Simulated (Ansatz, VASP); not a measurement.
One calculation of Al, two programs

The input INCAR:

```
PREC = Accurate
ENCUT = 600
EDIFF = 1E-6
ISMEAR = -1
SIGMA = 0.05
LREAL = False
LASPH = True
NELM = 100
ALGO = Normal
ISIF = 3
LWAVE = False
LCHARG = False
GGA = PE
IBRION = 2
NSW = 60
EDIFFG = -0.01
```

The input KPOINTS:

```
Automatic mesh
0
Gamma
  11 11 6
```

Contents of POSCAR:

```
Al
1.0
    2.8124553515      0.0000000000      0.0000000000
   -1.4062276757      2.4356577814      0.0000000000
    0.0000000000      0.0000000000      4.8668500000
Al
2
Direct
    0.3333333333      0.6666666667      0.2500000000
    0.6666666667      0.3333333333      0.7500000000
```

input.yaml

```yaml
crystal:
  lattice:
    - [2.8124553515, 0.0, 0.0]
    - [-1.4062276757, 2.4356577814, 0.0]
    - [0.0, 0.0, 4.86685]
  atoms:
    - { symbol: Al, position: [0.3333333333, 0.6666666667, 0.25] }
    - { symbol: Al, position: [0.6666666667, 0.3333333333, 0.75] }
hamiltonian:
  xc: pbe
  pseudopotentials: { kind: paw }
kpoints:
  mp_grid: { grid: [11, 11, 6] }
scf:
  occupations: { method: fermi_dirac, width: 0.05 }
output:
  forces: true
  stress: true
  eigenvalues: true
relax:
  f_tol: 0.01
  max_steps: 40
  cell: { stress_tol: 0.05 }
```

This isn't the form of Al at room conditions, which is fcc.

Alike in both runs: task relaxation of cell and atoms; functional PBE; k mesh 11 × 11 × 6; occupations fermi-dirac, width 0.05 eV; no spin polarisation.

|  | VASP | Ansatz |
| --- | --- | --- |
| version | VASP 6.6.1 | Ansatz 0.2.0 |
| potentials or method | VASP PAW PBE potentials, release 64 (Al) | Ansatz PAW |
| plane-wave cutoff (eV) | 600 | 420 |
| valence electrons in the cell | 6 | 6 |

Ansatz gave:

```
gap on the k mesh at the Fermi level, each at its own relaxed structure (eV) : none
relaxed volume (Å³/atom)                                                     : 16.63
relaxed cell length with the largest relative difference (Å)                 : 4.717
energy change over the relaxation (meV/atom)                                 : -9
```

Which values does VASP return?

gap on the k mesh at the Fermi level, each at its own relaxed structure (eV): none; relaxed volume (Å³/atom): 16.63; relaxed cell length with the largest relative difference (Å): 4.715; energy change over the relaxation (meV/atom): -9.

A gap of «none» marks a metal or a gap that the smearing closes.

Caveats: the plane-wave basis is chosen anew once the cell has moved, so the energies of steps on either side of that aren't comparable (Ansatz).
